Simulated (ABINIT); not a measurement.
# Ti: band structure with SCAN

Ti:

```xyz
1
Lattice="-1.6410 1.6410 1.6410 1.6410 -1.6410 1.6410 1.6410 1.6410 -1.6410" Properties=species:S:1:pos:R:3 pbc="T T T"
Ti    0.0000    0.0000    0.0000
```

This isn't the form of Ti at room conditions, which is hcp.

* Program: ABINIT 10.8.3 (patched build)
* Task: band structure
* Functional: SCAN
* Potentials or basis: JTH PAW PBE v2.0
* Cutoff: 490 eV
* k mesh: 11 × 11 × 11
* Occupations: fermi-dirac, width 0.05 eV
* Spin: no spin polarisation
* Fine-grid cutoff: 979.61 eV

```json
{"Pressure": "-3.5 GPa", "Band gap on the k mesh": "none (metal or under the smearing width)", "Valence electrons inside the program's atomic spheres": "Ti 10.11 (radii [1.2214] Å)"}
```

Levels at the corners of the path, in eV from the Fermi level:
| point | band 2 | band 3 | band 4 | band 5 | band 6 | band 7 | band 8 | band 9 | band 10 | band 11 |
| --- | --- | --- | --- | --- | --- | --- | --- | --- | --- | --- |
| Γ | -33.94 | -33.94 | -33.94 | -6.29 | 1.10 | 1.10 | 1.10 | 2.87 | 2.87 | 17.88 |
| H | -34.39 | -34.39 | -34.39 | -2.16 | -2.16 | 4.06 | 4.06 | 4.06 | 8.49 | 8.49 |
| N | -34.59 | -34.15 | -33.95 | -2.54 | -0.34 | 0.97 | 2.86 | 3.21 | 4.42 | 8.94 |
| Γ | -33.94 | -33.94 | -33.94 | -6.29 | 1.10 | 1.10 | 1.10 | 2.87 | 2.87 | 17.88 |
| P | -34.26 | -34.26 | -34.26 | -0.65 | -0.65 | -0.65 | 3.27 | 3.27 | 9.21 | 9.21 |
| H | -34.39 | -34.39 | -34.39 | -2.16 | -2.16 | 4.06 | 4.06 | 4.06 | 8.49 | 8.49 |

Run time: 55 s on 1 thread of Intel(R) Xeon(R) Processor @ 2.70GHz, with other jobs on the host, peak memory 0.1 GiB.

Caveat: the PAW data sets were made with another functional, which shifts forces and pressure a little.
